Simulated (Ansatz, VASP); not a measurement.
Two plane-wave programs on AlN

```
Al N
1.0
     0.00000   -2.20157   -2.20157
    -2.20157    0.00000   -2.20157
     2.20157    2.20157   -4.40314
Al N
2 2
Direct
  0.98693 0.05347 0.99912
  0.51131 0.44476 0.49912
  0.36578 0.42541 0.87670
  0.88763 0.82800 0.37670
```

Change from the starting cell: mode 4 frozen in at -0.154 Å and mode 10 at -0.015 Å (largest displacements).

Alike in both runs: task single point; functional PBE; k mesh 6 × 6 × 6; occupations gaussian, width 0.05 eV; no spin polarisation.

|  | VASP | Ansatz |
| --- | --- | --- |
| version | VASP 6.6.1 | Ansatz 0.2.0 |
| potentials or method | VASP PAW PBE potentials, release 64 (Al, N) | scalar-relativistic, plane waves, PAW |
| plane-wave cutoff (eV) | 520 | 520 |
| valence electrons in the cell | 16 | 16 |

|  | VASP | Ansatz | Ansatz less VASP |
| --- | --- | --- | --- |
| gap on the k mesh at the Fermi level (eV) | 3.13 | 3.13 | +0.007 |
| least direct gap on the mesh (eV) | 3.63 | 3.64 | +0.005 |
| pressure (GPa) | -0.8 | -0.6 | +0.26 |
| largest component of the traceless stress (GPa) | 1.93 | 1.92 | -0.002 |
| rms of the force components (eV/Å) | 0.424 | 0.422 | -0.0014 |

Atom by atom the forces differ by 0.002 eV/Å (rms over components).

Caveats: forces of over 1 eV/Å show positions far from the minimum, so gaps and moduli don't describe the material at rest. A k mesh can miss the band edges.
